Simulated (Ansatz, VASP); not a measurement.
Ge in VASP and in Ansatz

File INCAR:

```
PREC = Accurate
ENCUT = 520
EDIFF = 1E-6
ISMEAR = 0
SIGMA = 0.15
LREAL = F
LASPH = T
NELM = 100
ALGO = Normal
ISIF = 2
LWAVE = F
LCHARG = T
GGA = PS
LELF = T
LVHAR = T
NBANDS = 21
```

The input KPOINTS:

```
regular mesh
0
Gamma
  20 20 20
```

The input POSCAR:

```
Ge
1.0
   -2.6131070648      2.6131070648      1.3554902639
    2.6131070648     -2.6131070648      1.3554902639
    2.6131070648      2.6131070648     -1.3554902639
Ge
2
Direct
    0.2500000000      0.7500000000      0.5000000000
    0.5000000000      0.5000000000      0.0000000000
```

Input for Ansatz:

```yaml
crystal:
  lattice:
    - [-2.6131070648, 2.6131070648, 1.3554902639]
    - [2.6131070648, -2.6131070648, 1.3554902639]
    - [2.6131070648, 2.6131070648, -1.3554902639]
  atoms:
    - { symbol: Ge, position: [0.25, 0.75, 0.5] }
    - { symbol: Ge, position: [0.5, 0.5, 0.0] }
basis:
  ecutwfc: 420
kpoints:
  mp_grid: { grid: [20, 20, 20] }
hamiltonian:
  xc: pbesol
scf:
  occupations: { method: gaussian, width: 0.15 }
output:
  forces: true
  stress: true
  eigenvalues: true
```

Change from the starting cell: strain +0.015 along x and y, -0.030 along z, atoms carried along.

Alike in both runs: task single point; functional PBEsol; k mesh 20 × 20 × 20; occupations gaussian, width 0.15 eV; no spin polarisation.

|  | VASP | Ansatz |
| --- | --- | --- |
| version | VASP 6.6.1 | Ansatz 0.2.0 |
| potentials or method | VASP PAW PBE potentials, release 64 (Ge_d) | scalar-relativistic, plane waves, PAW |
| plane-wave cutoff (eV) | 520 | 420 |
| valence electrons in the cell | 28 | 28 |

```tsv
	VASP	Ansatz	Ansatz less VASP
gap on the k mesh at the Fermi level (eV)	none	none	-
pressure (GPa)	-0.5	-0.5	+0.03
largest component of the traceless stress (GPa)	3.32	3.30	-0.020
```

A gap of «none» marks a metal or a gap that the smearing closes.

Caveats: the PAW data sets were made with another functional, which shifts forces and pressure a little (VASP).
